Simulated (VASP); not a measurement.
# MnO₂: magnetic anisotropy, by functional

MnO₂, sheet, 6 atoms in the cell.

| Functional | Largest energy difference between the axes (meV per magnetic atom) | Spin moment (muB per cell) | Time (s) |
|---|---|---|---|
| PBE | 0.22 | 6.00 | 886 |
| LDA | 0.24 | 6.00 | 668 |

Limits: Only one order of the moments was run.

## Input of the first row

INCAR.step1:
```
  PREC = Accurate
  ENCUT = 450
  EDIFF = 1E-8
  NELM = 200
  ALGO = Normal
  ISMEAR = 0
  SIGMA = 0.05
  LREAL = False
  LASPH = True
  LMAXMIX = 4
  LORBIT = 11
  LWAVE = False
  LCHARG = True
  GGA = PE
  GGA_COMPAT = False
  ISYM = 2
  LDAU = True
  LDAUTYPE = 2
  LDAUL = 2 -1
  LDAUU = 4 0
  LDAUJ = 0 0
  LDAUPRINT = 1
  ISPIN = 2
  MAGMOM = 5 5 0 0 0 0
  NBANDS = 37
```

INCAR.step2, as INCAR.step1 but for:
```
- LCHARG = True
- ISYM = 2
- ISPIN = 2
- MAGMOM = 5 5 0 0 0 0
- NBANDS = 37
+ LCHARG = False
+ ISYM = -1
+ LSORBIT = True
+ LORBMOM = True
+ MAGMOM = 0 0 5 0 0 5 0 0 0 0 0 0 0 0 0 0 0 0
+ SAXIS = 0 0 1
+ ICHARG = 11
+ NBANDS = 74
```

INCAR.step3, as INCAR.step2 but for:
```
- SAXIS = 0 0 1
+ SAXIS = 1 0 0
```

INCAR.step4 changes the same tag again: SAXIS = 0 1 0.

KPOINTS:
```
k-points
0
Gamma
  8 6 1
```

POSCAR:
```
MnO2
1.0
    2.9041580000      0.0000000000      0.0000000000
    0.0000000000     -3.8448100000      0.0000000000
    0.0000000000      0.0000000000    -20.1617103756
Mn O
2 4
Direct
    0.0000000000      0.0000000000      0.4520908244
    0.5000000000      0.5000000000      0.5479091756
    0.0000000000      0.5000000000      0.6032082670
    0.5000000000      0.0000000000      0.3967917330
    0.0000000000      0.5000000000      0.4760908912
    0.5000000000      0.0000000000      0.5239091088
```

Commands (each step's output is kept before the next begins):
```
cat potpaw_PBE.64/Mn_pv/POTCAR potpaw_PBE.64/O/POTCAR > POTCAR
cp INCAR.step1 INCAR
mpirun -np 8 vasp_std > vasp.out
cp INCAR.step2 INCAR
mpirun -np 8 vasp_ncl > vasp.out
cp INCAR.step3 INCAR
mpirun -np 8 vasp_ncl > vasp.out
cp INCAR.step4 INCAR
mpirun -np 8 vasp_ncl > vasp.out
```

Changes of the last row against the first:
```
(all steps)
- GGA = PE
+ GGA = CA
+ VOSKOWN = 1
- cat potpaw_PBE.64/Mn_pv/POTCAR potpaw_PBE.64/O/POTCAR > POTCAR
+ cat potpaw_LDA.64/Mn_pv/POTCAR potpaw_LDA.64/O/POTCAR > POTCAR
```

VASP 6.6.1 took 886 s on 8 cores (Intel Xeon Platinum 8488C (Sapphire Rapids)), a shared host.
